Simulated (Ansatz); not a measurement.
The cell is COD entry 1545302, as deposited and not checked against the literature; nothing was relaxed.

A run on Au: DFT, PBE, all-electron LAPW, scalar-relativistic (Ansatz 0.2.0). The input:

```yaml
crystal:
  lattice:
    - [2.8999984104, 0.0, 0.0]
    - [-1.4499992052, 2.5114722944, 0.0]
    - [0.0, 0.0, 4.88]
  atoms:
    - { symbol: Au, position: [0.3333333333, 0.6666666667, 0.75] }
    - { symbol: Au, position: [0.6666666667, 0.3333333333, 0.25] }
kpoints:
  mp_grid: { grid: [14, 14, 8] }
scf:
  occupations: { method: fermi_dirac, width: 0.03 }
hamiltonian:
  xc: pbe
  pseudopotentials:
    kind: all_electron
    lapw: { basis_error: 0.0005, muffin_tin_radii: { Au: 1.624 } }
output:
  forces: true
  stress: true
  eigenvalues: true
```

Problem. Did this run give a result to trust?

Solution. No. The input was rejected before any iteration. The typed spheres overlap: twice 1.624 Å exceeds the shortest distance, 2.900 Å; smaller radii, or none typed, cure it. It says:
```
Error: `kind: all_electron` solves this crystal on LAPW (the input types lapw, or this build lists no dataset of some species for it), and no LAPW basis is found for it: the given muffin-tin radii of Au and Au, or the smallest supported ones, add up to 3.248 Å, and 2.900 Å are free between these atoms; give smaller radii, or leave one out; where each species has a listed dataset, leave lapw and dirac_shells out and run without spin–orbit coupling, or set another kind (and leave the keys of all_electron out)
```
 The same cell converged in the base run, which differs by not having this change: all sphere radii typed as 1.624 A.
